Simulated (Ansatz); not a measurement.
# Ca (hP4 type): how the settings move a relaxation

Question: which choices in the input matter for Ca (hP4 type)?

Method: reference: DFT, PBE, PAW with Ansatz's default frozen-core files, scalar-relativistic, in Ansatz 0.2.0.

## (1) The system as given

It takes space group P6_3/mmc (No. 194, hexagonal). Conventional cell: a = 2.946 Å, b = 2.946 Å, c = 9.690 Å, α = 90.00°, β = 90.00°, γ = 120.00°. Around Ca (site symmetry -3m) lie 12 Ca at 2.95 to 2.96 Å. Around Ca (site symmetry -6m2) lie 12 Ca at 2.95 to 2.96 Å.

Coordinates:

```
Ca
1.0
     2.94556    0.00000    0.00000
    -1.47278    2.55093    0.00000
     0.00000    0.00000    9.69022
Ca
4
Direct
  0.00000 0.00000 0.00000
  0.00000 0.00000 0.50000
  0.33333 0.66667 0.25000
  0.66667 0.33333 0.75000
```

## (2) Baseline

Contents of input.yaml:

```yaml
crystal:
  lattice:
    - [2.9455573819, 0.0, 0.0]
    - [-1.472778691, 2.550927521, 0.0]
    - [0.0, 0.0, 9.6902201342]
  atoms:
    - { symbol: Ca, position: [0.0, 0.0, 0.0] }
    - { symbol: Ca, position: [0.0, 0.0, 0.5] }
    - { symbol: Ca, position: [0.3333333333, 0.6666666667, 0.25] }
    - { symbol: Ca, position: [0.6666666667, 0.3333333333, 0.75] }
kpoints:
  mp_grid: { grid: [7, 7, 4] }
scf:
  occupations: { method: fermi_dirac, width: 0.1 }
hamiltonian:
  xc: pbe
  pseudopotentials: { kind: paw }
output:
  forces: true
  stress: true
  write_density: true
  write_potential: true
  elf: true
  volumetric_format: npy
relax:
  f_tol: 0.005
  max_steps: 30
  cell: { stress_tol: 0.68, fix: [volume] }
```

Started as:

```console
> ansatz run input.yaml --threads 1 --pin off --max-ram 3072MiB --backend cpu --events-out ev --progress --plain --runs-dir out
```

## (3) Variant: occupations.method gaussian, occupations.width 0.2, n_extra_bands 16

Changes to input.yaml since step 2:

```diff
@@ -13,3 +13,4 @@
 scf:
-  occupations: { method: fermi_dirac, width: 0.1 }
+  occupations: { method: gaussian, width: 0.2 }
+  n_extra_bands: 16
 hamiltonian:
@@ -20,6 +21,2 @@
   stress: true
-  write_density: true
-  write_potential: true
-  elf: true
-  volumetric_format: npy
 relax:
```

Before running it: what results should come out? Wanted: for each run, ending; energy change; pressure; gap; force.

As calculated:

| run | ending | energy change | pressure (GPa) | gap (eV) | force (eV/Å) | cycles | time |
| --- | --- | --- | --- | --- | --- | --- | --- |
| reference | converged | 0 | 47.2 | 0.00 | 0.00 | 9 | 3.6 s |
| 1: occupations.method gaussian, occupations.width 0.2, n_extra_bands 16 | converged | -1.1 meV/atom (σ→0) | 47.2 | 0.00 | 0.00 | - | 5.4 s |

Times don't compare one to one where runs were asked for different outputs or read a saved state (see the inputs); cycles may leave out searches for a lower state.

Changing the smearing and band count moves the energy by -1.1 meV/atom (σ→0 values). The structure is not at rest: the sound run finds 47 GPa, so these are no properties of the relaxed crystal. 
